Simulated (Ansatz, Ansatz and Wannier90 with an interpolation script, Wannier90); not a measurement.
# From a coarse GW mesh to bands everywhere: InP (F-43m), part 2 of 3

Wanted: quasiparticle gap and band widths of InP (F-43m) over the whole zone.

Ansatz 0.2.0; r2SCAN, Wannier functions and G0W0, plane waves, PAW. Known limits of the many-body steps: not at the basis limit; no spin-orbit coupling.

So far. Step 2 (r2SCAN bands): The gap is direct, at Γ.

The database entry behind the starting cell differs from later determinations by our own check (0.1 to 0.3 % short, probably kX units), so it need not match the best structure at ambient conditions.

### 4. Wannier functions by Wannier90 (In:5s In:5p P:3p) on 16×16×16

Localised functions give a small Hamiltonian that interpolates between mesh points at no cost.

This step: maximally localised Wannier functions from the overlaps of r2SCAN states (plane waves, PAW).

w.win

```
num_iter = 1200
conv_tol = 1.0e-8
conv_window = 5
dis_num_iter = 4000
dis_conv_tol = 1.0e-8
dis_mix_ratio = 0.7
write_hr = true
use_ws_distance = false
num_print_cycles = 50
! ansatz wannier90 interface
! projections by site (counted from 0) and shell: 0 5S, 0 5P, 1 3P
! states of the run's bands (counted from 1): 1-17
num_bands = 17
num_wann  = 7
dis_win_min = 0.79
dis_win_max = 18.26
dis_froz_min = 0.79
dis_froz_max = 10.98
guiding_centres = true

begin unit_cell_cart
Ang
                      0.0                   2.9305                   2.9305
                   2.9305                      0.0                   2.9305
                   2.9305                   2.9305                      0.0
end unit_cell_cart

begin atoms_frac
In                       0.0                      0.0                      0.0
P                       0.75                     0.75                     0.75
end atoms_frac

mp_grid = 16 16 16

[... the mesh's points ...]
```

Run with:

```
> OMP_NUM_THREADS=1 mpirun -n 8 wannier90.x w > wannier90.x.log
```

Numbers of over 12 decimals in the logs are rounded to 6 here.

The program printed:

```text
TEM
                                    ------

                              Lattice Vectors (Ang)
                    a_1     0.000000   2.930500   2.930500
                    a_2     2.930500   0.000000   2.930500
                    a_3     2.930500   2.930500   0.000000

                   Unit Cell Volume:      50.33327  (Ang^3)

                        Reciprocal-Space Vectors (Ang^-1)
                    b_1    -1.072033   1.072033   1.072033
                    b_2     1.072033  -1.072033   1.072033
                    b_3     1.072033   1.072033  -1.072033

 *----------------------------------------------------------------------------*
 |   Site       Fractional Coordinate          Cartesian Coordinate (Ang)     |
 +----------------------------------------------------------------------------+
 | in   1   0.00000   0.00000   0.00000   |    0.00000   0.00000   0.00000    |
 | p    1   0.75000   0.75000   0.75000   |    4.39575   4.39575   4.39575    |
 *----------------------------------------------------------------------------*
                                ------------
                                K-POINT GRID
                                ------------

             Grid size = 16 x 16 x 16      Total points = 4096

 *---------------------------------- MAIN ------------------------------------*
 |  Number of Wannier Functions               :                 7             |
 |  Number of Objective Wannier Functions     :                 7             |
 |  Number of input Bloch states              :                17             |
 |  Output verbosity (1=low, 5=high)          :                 1             |
 |  Timing Level (1=low, 5=high)              :                 1             |
 |  Optimisation (0=memory, 3=speed)          :                 3             |
 |  Length Unit                               :               Ang             |
 |  Post-processing setup (write *.nnkp)      :                 F             |
 |  Using Gamma-only branch of algorithms     :                 F             |
 *----------------------------------------------------------------------------*
 *------------------------------- WANNIERISE ---------------------------------*
 |  Total number of iterations                :              1200             |
 |  Number of CG steps before reset           :                 5             |
 |  Trial step length for line search         :             2.000             |
 |  Convergence tolerence                     :         0.100E-07             |
 |  Convergence window                        :                 5             |
 |  Iterations between writing output         :                50             |
 |  Iterations between backing up to disk     :               100             |
 |  Write r^2_nm to file                      :                 F             |
 |  Write xyz WF centres to file              :                 F             |
 |  Write on-site energies <0n|H|0n> to file  :                 F             |
 |  Use guiding centre to control phases      :                 T             |
 |  Use phases for initial projections        :                 F             |
 |  Iterations before starting guiding centres:                 0             |
 |  Iterations between using guiding centres  :                 1             |
 *----------------------------------------------------------------------------*
 *------------------------------- DISENTANGLE --------------------------------*
 |  Using band disentanglement                :                 T             |
 |  Total number of iterations                :              4000             |
 |  Mixing ratio                              :             0.700             |
 |  Convergence tolerence                     :         1.000E-08             |
 |  Convergence window                        :                 3             |
 *----------------------------------------------------------------------------*
 *-------------------------------- PLOTTING ----------------------------------*
 |  Plotting Hamiltonian in WF basis          :                 T             |
 *----------------------------------------------------------------------------*

 *---------------------------------- K-MESH ----------------------------------*
 +----------------------------------------------------------------------------+
 |                    Distance to Nearest-Neighbour Shells                    |
 |                    ------------------------------------                    |
 |          Shell             Distance (Ang^-1)          Multiplicity         |
 |          -----             -----------------          ------------         |
 |             1                   0.116051                      8            |
 |             2                   0.134004                      6            |
 |             3                   0.189510                     12            |
 |             4                   0.222221                     24            |
 |             5                   0.232102                      8            |
 |             6                   0.268008                      6            |
 |             7                   0.292055                     24            |
 |             8                   0.299642                     24            |
[...]
Extraction of optimally-connected subspace
                   ------------------------------------------
 +---------------------------------------------------------------------+<-- DIS
 |  Iter     Omega_I(i-1)      Omega_I(i)      Delta (frac.)    Time   |<-- DIS
 +---------------------------------------------------------------------+<-- DIS
       1      29.90886165      26.93347432       1.105E-01      0.00    <-- DIS
       2      27.31428252      25.86896209       5.587E-02      0.02    <-- DIS
       3      26.11772929      25.23465792       3.499E-02      0.04    <-- DIS
      50      23.02414302      23.02086263       1.425E-04      0.84    <-- DIS
     100      22.94086807      22.94054126       1.425E-05      1.72    <-- DIS
     150      22.93051906      22.93054173      -9.888E-07      2.60    <-- DIS
     200      22.92945696      22.92947856      -9.421E-07      3.48    <-- DIS
     250      22.92936286      22.92937114      -3.613E-07      4.35    <-- DIS
     300      22.92935770      22.92936046      -1.201E-07      5.22    <-- DIS
     350      22.92935852      22.92935940      -3.837E-08      6.14    <-- DIS
     400      22.92935902      22.92935929      -1.212E-08      7.00    <-- DIS

             <<<      Delta < 1.000E-08  over  3 iterations     >>>
             <<< Disentanglement convergence criteria satisfied >>>

        Final Omega_I    22.92935929 (Ang^2)

 +----------------------------------------------------------------------------+

 Writing checkpoint file w.chk... done

 *------------------------------- WANNIERISE ---------------------------------*
 +--------------------------------------------------------------------+<-- CONV
 | Iter  Delta Spread     RMS Gradient      Spread (Ang^2)      Time  |<-- CONV
 +--------------------------------------------------------------------+<-- CONV

 ------------------------------------------------------------------------------
 Initial State
  WF centre and spread    1  ( -0.000000,  0.000000,  0.000000 )     4.02217219
  WF centre and spread    2  (  0.000000, -0.000000, -0.000000 )     5.75219969
  WF centre and spread    3  (  0.000000,  0.000000, -0.000000 )     5.75219969
  WF centre and spread    4  (  0.000000, -0.000000, -0.000000 )     5.75219969
  WF centre and spread    5  (  4.395750,  4.395750,  4.395750 )     3.06754699
  WF centre and spread    6  (  4.395750,  4.395750,  4.395750 )     3.06754699
  WF centre and spread    7  (  4.395750,  4.395750,  4.395750 )     3.06754699
  Sum of centres and spreads ( 13.187250, 13.187250, 13.187250 )    30.48141225

      0     0.305E+02     0.0000000000       30.4814122545       7.36  <-- CONV
        O_D=      0.5137800 O_OD=      7.0382730 O_TOT=     30.4814123 <-- SPRD
 ------------------------------------------------------------------------------
 Cycle:      1
  WF centre and spread    1  ( -0.000000,  0.000000,  0.000000 )     3.95484795
  WF centre and spread    2  (  0.000000, -0.000000, -0.000000 )     5.68870635
  WF centre and spread    3  (  0.000000,  0.000000, -0.000000 )     5.68870635
[...]
Sum of centres and spreads ( 13.187250, 13.187250, 13.187250 )    30.08906536

      1    -0.392E+00     0.2023291868       30.0890653560       7.41  <-- CONV
        O_D=      0.4649284 O_OD=      6.6947777 O_TOT=     30.0890654 <-- SPRD
 Delta: O_D= -0.4885158E-01 O_OD= -0.3434953E+00 O_TOT= -0.3923469E+00 <-- DLTA
 ------------------------------------------------------------------------------
 Cycle:     50
[...]
Sum of centres and spreads ( 13.187250, 13.187250, 13.187250 )    29.38266429

     50    -0.207E-04     0.0020575733       29.3826642935       9.30  <-- CONV
        O_D=      0.4909251 O_OD=      5.9623799 O_TOT=     29.3826643 <-- SPRD
 Delta: O_D= -0.1063500E-05 O_OD= -0.1962883E-04 O_TOT= -0.2069233E-04 <-- DLTA
 ------------------------------------------------------------------------------
 Cycle:    100
[...]
Sum of centres and spreads ( 13.187250, 13.187250, 13.187250 )    29.38251858

    100    -0.184E-07     0.0000991715       29.3825185839      11.13  <-- CONV
        O_D=      0.4904741 O_OD=      5.9626852 O_TOT=     29.3825186 <-- SPRD
 Delta: O_D= -0.2554817E-06 O_OD=  0.2370876E-06 O_TOT= -0.1839409E-07 <-- DLTA
 ------------------------------------------------------------------------------

             <<<     Delta < 1.000E-08  over  5 iterations     >>>
             <<< Wannierisation convergence criteria satisfied >>>

 Final State
[...]
WF centre and spread    3  (  0.000000,  0.000000,  0.000000 )     5.61350955
  WF centre and spread    4  ( -0.000000, -0.000000,  0.000000 )     5.61350955
  WF centre and spread    5  (  4.395750,  4.395750,  4.395750 )     2.94434022
  WF centre and spread    6  (  4.395750,  4.395750,  4.395750 )     2.94434022
  WF centre and spread    7  (  4.395750,  4.395750,  4.395750 )     2.94434022
  Sum of centres and spreads ( 13.187250, 13.187250, 13.187250 )    29.38251857

         Spreads (Ang^2)       Omega I      =    22.929359289
        ================       Omega D      =     0.490473932
                               Omega OD     =     5.962685350
    Final Spread (Ang^2)       Omega Total  =    29.382518572
 ------------------------------------------------------------------------------

 Writing checkpoint file w.chk... done

 *---------------------------------------------------------------------------*
 |                               PLOTTING                                    |
 *---------------------------------------------------------------------------*

 *===========================================================================*
 |                             TIMING INFORMATION                            |
 *===========================================================================*
 |    Tag                                                Ncalls      Time (s)|
 |---------------------------------------------------------------------------|
 |kmesh: get                                        :         1         0.961|
 |overlap: read                                     :         1         5.213|
 |dis: main                                         :         1         7.372|
 |wann: main                                        :         1         3.951|
 |plot: main                                        :         1         0.307|
 *---------------------------------------------------------------------------*
 All done: wannier90 exiting
```

Wall time 22 s (8 MPI ranks of Arm Neoverse V2, shared host).

Numbers from this step:

| Item | Value |
| --- | --- |
| gauge-invariant spread | 22.93 Å² |
| diagonal spread | 0.4905 Å² |
| off-diagonal spread | 5.963 Å² |
| total spread | 29.38 Å² |
| disentanglement steps | 411 |
| r.m.s. interpolation error | 7.95e-4 eV |
| r.m.s. error near the gap | 0.001050 eV |

Near the gap the model misses directly solved bands by 1.0 meV r.m.s. and by 5 meV at most in the window tested. This tests the starting bands, not the corrections carried with them.

Wannier functions, by row:

| function | x (Å) | y (Å) | z (Å) | spread (Å²) | nearest atom | distance (Å) |
| --- | --- | --- | --- | --- | --- | --- |
| 1 | 0 | 0 | 0 | 3.709 | In1 | 0 |
| 2 | 0 | 0 | 0 | 5.614 | In1 | 0 |
| 3 | 0 | 0 | 0 | 5.614 | In1 | 0 |
| 4 | 0 | 0 | 0 | 5.614 | In1 | 0 |
| 5 | 4.396 | 4.396 | 4.396 | 2.944 | P2 | 0 |
| 6 | 4.396 | 4.396 | 4.396 | 2.944 | P2 | 0 |
| 7 | 4.396 | 4.396 | 4.396 | 2.944 | P2 | 0 |

Frozen up to 4.16 eV; above it the model need not follow the bands. Electronic bands along the path, in eV, zero at the valence-band top:

```csv
point,band 7,band 8,band 9,band 10,band 11,band 12,band 13
Γ,0.00,0.00,0.00,1.16,4.43,4.43,4.43
halfway,-3.35,-1.46,-1.46,2.76,3.50,6.83,6.83
X,-5.88,-2.41,-2.41,2.01,2.54,10.29,10.29
halfway,-5.83,-2.84,-2.31,2.29,3.16,9.31,9.74
U,-5.72,-3.42,-2.01,2.64,4.78,8.12,8.84
jump to K,-5.72,-3.42,-2.01,2.64,4.78,8.12,8.84
halfway,-3.85,-2.06,-0.59,3.23,5.09,5.43,5.66
Γ,0.00,0.00,0.00,1.16,4.43,4.43,4.43
halfway,-3.49,-0.58,-0.58,2.17,5.20,5.20,5.81
L,-5.88,-1.01,-1.01,1.86,5.28,5.28,7.66
halfway,-5.67,-2.76,-1.69,3.54,4.55,6.32,8.08
W,-5.71,-3.06,-3.00,4.58,4.79,6.04,8.25
halfway,-5.80,-2.75,-2.73,2.95,3.41,8.19,9.61
X,-5.88,-2.41,-2.41,2.01,2.54,10.29,10.29
```

The same for Kohn-Sham, solved directly:

| point | band 7 | band 8 | band 9 | band 10 | band 11 | band 12 | band 13 |
| --- | --- | --- | --- | --- | --- | --- | --- |
| Γ | 0.00 | 0.00 | 0.00 | 1.16 | 4.43 | 4.43 | 4.43 |
| X | -5.88 | -2.41 | -2.41 | 2.01 | 2.54 | 9.88 | 10.29 |
| U | -5.72 | -3.42 | -2.01 | 2.64 | 4.75 | 8.00 | 8.02 |
| K | -5.72 | -3.42 | -2.01 | 2.64 | 4.75 | 8.00 | 8.02 |
| Γ | 0.00 | 0.00 | 0.00 | 1.16 | 4.43 | 4.43 | 4.43 |
| L | -5.88 | -1.01 | -1.01 | 1.86 | 5.15 | 5.15 | 7.55 |
| W | -5.71 | -3.06 | -3.00 | 4.58 | 4.79 | 6.04 | 6.58 |
| X | -5.88 | -2.41 | -2.41 | 2.01 | 2.54 | 9.88 | 10.29 |

The first set of electronic bands as a text plot (rows in eV, shown from -5.9 to 4.4 only):

```
    4.2 |++                         ++++                +  ++
    3.8 |  ++           +                              +    ++
    3.4 |    ++++      +    +++++                    ++      +
    2.9 |   ++++ +++       +     +                  +         +
    2.5 |       +   +++++++       ++               +          +++
    2.1 |  +     ++++++             +    ++++++++++            ++
    1.6 | +                          +  +
    1.2 |+                            ++
    0.8 |
    0.3 |
   -0.1 |**                       *********
   -0.5 | ***                   **  **  *  ***
   -0.9 |  * **                *  **     *    ******
   -1.4 |      *            ***  *  *              ***
   -1.8 |   *   *         **              *         * **
   -2.2 |        *********      * **                 *  *       *
   -2.7 |    **       **       *           *          *  *   ***
   -3.1 |               *    **  *                     ******
   -3.5 |      *         ****               *
   -3.9 |       *               *
   -4.4 |                      *             *
   -4.8 |        *           **               *
   -5.2 |         **        *                  *
   -5.7 |           ********                    *****************
         Γ           X  U|K            Γ         L        W     X
```

### 5. G0W0 at every point of the mesh: 8×8×8 mesh, 231 empty bands, screening to 160 eV

Now the one-shot GW correction: screening in the RPA, then the self-energy of the levels asked for.

This step: G0W0 on r2SCAN, plane waves, PAW.

input.yaml

```yaml
crystal:
  lattice:
    - [0.0, 2.9305, 2.9305]
    - [2.9305, 0.0, 2.9305]
    - [2.9305, 2.9305, 0.0]
  atoms:
    - { symbol: In, position: [0.0, 0.0, 0.0] }
    - { symbol: P, position: [0.75, 0.75, 0.75] }
kpoints:
  mp_grid: { grid: [8, 8, 8] }
hamiltonian:
  xc: r2scan
scf:
  occupations: { method: fixed }
gw:
  n_empty_bands: 231
  ecut_chi: 160.0
  qp_bands: [v3, c2]
  screening: { model: contour_deformation }
```

Run with:

```
> ansatz run input.yaml --threads 12 --pin off --max-ram 22118MiB --backend cpu --events-out ev --progress --plain --runs-dir out
```

The program printed:

```text
[...]
Crystal: 2 atoms, lattice volume = 50.333 Å³
Basis set: ecut = 500 eV, 1243 PW (Γ), exchange–correlation on 128×128×128 points (64 copies of the dense FFT grid, shifted against one another)
Bands: 13, of which v1, the nominal top of the filled ones, is band 9 counted from 1 (8 counted from 0)
Symmetry: 24 space group operations
[...]
k-points: 29 of 512 (time reversal used)
[...]
SCF iter   1: F=—  HF=-6371.724167 eV  |F-HF|=—  |Δ(HF+E_count)|=         —  Δρ=6.96e-3  dr2=1.86e-2  dr2_τ=1.12e-2  ethr=1.77e-3  ⟨swp⟩=4.9  Hψ=2054  notcnv=0  defer=53
[...]
SCF iter   6: F=-6371.731918 eV  HF=-6371.731918 eV  |F-HF|=1.03e-8  |Δ(HF+E_count)|=   2.14e-7  Δρ=8.93e-6  dr2=2.47e-8  dr2_τ=1.03e-9  ethr=5.56e-10  ⟨swp⟩=6.3  Hψ=1809  notcnv=0
SCF 1 converged in 6 iterations: F = -6371.731918 eV  dr2 = 2.47e-8
[...]
G₀W₀ screening: q 1/29
[... further progress lines ...]
SCF converged after 6 iterations
Free energy (F): -6371.731918 eV
[...]
Internal energy: -6371.731918 eV  (E = F + TS)
E sigma→0 (E₀):  -6371.731918 eV
Fermi energy:    6.818110 eV
[...]
--- Band table (eV; the first three rows and the last of 29) ---
  k-point 0: bands = [... 5 lower, -5.1810, 6.8181, 6.8181, 6.8181, 7.9828, 11.2448, 11.2448, 11.2448]
  k-point 1: bands = [... 5 lower, -4.9929, 5.3208, 6.6266, 6.6266, 8.8609, 11.4155, 11.5328, 11.5328]
  k-point 2: bands = [... 5 lower, -4.4696, 3.3314, 6.2420, 6.2420, 8.9924, 11.9669, 11.9669, 12.5706]
  k-point 28: bands = [... 5 lower, -2.6196, 1.1051, 3.7580, 3.8165, 11.3931, 11.6049, 12.8531, 13.3959]
--- G₀W₀: contour deformation, 7 samples at zero and on the imaginary axis and 3 off it, 512 q-points, 231 empty bands' worth ---
  eigenvalues of the whole cell's RPA ε∞ on this k-mesh (on a slab, of 1 + 4πα/V) = 9.6293, 9.6293, 9.6293; static W/v taken at q = 0 is 0.103850
  bands read: the sum over 240 bands ends inside a degenerate multiplet in 4 slots, whose members it reads at an even weight; the widest, k=0: bands 240 to 242 (counted from 1) at 1/3 each
    ik  band        ε_KS         Σx   Σc(E_QP)       V_xc       Z   E_QP_lin       E_QP  E_QP is
     0     7      6.8181   -16.6818     0.9915   -15.2458  0.7662     6.3705     6.3737  root
     0     8      6.8181   -16.6818     0.9915   -15.2458  0.7662     6.3705     6.3737  root
     0     9      6.8181   -16.6818     0.9915   -15.2458  0.7662     6.3705     6.3737  root
     0    10      7.9828   -10.1182    -3.6450   -13.6512  0.7894     7.8710     7.8708  root
     0    11     11.2448    -7.0799    -4.2181   -11.3587  0.7788    11.3056    11.3055  root
     1     7      5.3208   -16.2761     1.2103   -14.5798  0.7582     4.8299     4.8349  root
     1     8      6.6266   -16.5212     1.0547   -15.0147  0.7655     6.1715     6.1748  root
     1     9      6.6266   -16.5212     1.0547   -15.0147  0.7655     6.1715     6.1748  root
     1    10      8.8609    -9.8938    -3.6816   -13.5165  0.7832     8.8020     8.8019  root
     1    11     11.4155    -7.3908    -4.2495   -11.6476  0.7734    11.4229    11.4229  root
     2     7      3.3314   -16.6528     2.2233   -13.9342  0.7226     2.8303     2.8362  root
     2     8      6.2420   -16.3039     1.2044   -14.6337  0.7633     5.7724     5.7762  root
     2     9      6.2420   -16.3039     1.2044   -14.6337  0.7633     5.7724     5.7762  root
     2    10      8.9924    -8.9135    -3.8634   -12.7563  0.7873     8.9717     8.9717  root
[...]
28     7      1.1051   -17.0691     3.0943   -13.5189  0.7076     0.6451     0.6492  root
    28     8      3.7580   -15.3882     2.2046   -12.6730  0.7303     3.2385     3.2474  root
    28     9      3.8165   -14.6997     2.0670   -12.1263  0.7346     3.3016     3.3101  root
    28    10     11.3931    -6.8446    -4.1994   -10.9927  0.7692    11.3419    11.3418  root
    28    11     11.6049    -8.9033    -4.8566   -13.9009  0.7462    11.7464    11.7459  root
```

Elapsed: 10 min, on 12 threads; peak memory 2.3 GiB.

Numbers from this step:

```yaml
bands_summed: 240
rpa_eps_infinity_on_this_mesh_eigenvalues: 9.629, 9.629, 9.629
plane_waves_in_the_screening_matrix: 259
q_points_in_the_mesh: 512
g0w0_gap_on_the_mesh: 1.497 eV
k_of_the_valence_top: 0, 0, 0
k_of_the_conduction_bottom: 0, 0, 0
starting_gap_on_the_mesh: 1.165 eV
z_at_the_valence_top: 0.7662
z_at_the_conduction_bottom: 0.7894
least_direct_g0w0_gap_on_the_computed_points: 1.497 eV
```

The gap on the mesh goes from 1.16 eV to 1.50 eV, a correction of +0.33 eV. Between the two edge states, bare exchange in place of the xc potential would open the gap by 4.97 eV, and correlation takes back 4.64 eV.

(Continued in part 3 of 3.)

[Paths, hosts, dates, memory and timing lines, banners, echoed tables and standing remarks are left out of the program output.]

[Logs are printed without paths, hosts, clocks, repeated set-up lines and the standing remarks that a program may print on its own settings, such as how far it seeks lower states.]

[Runs of the session that timed out or met a known fault of the program may be left out.]

[Hosts, paths, dates, database ids (printed as entryN), source tags and the programs' standing remarks are cut or masked in the printed files.]
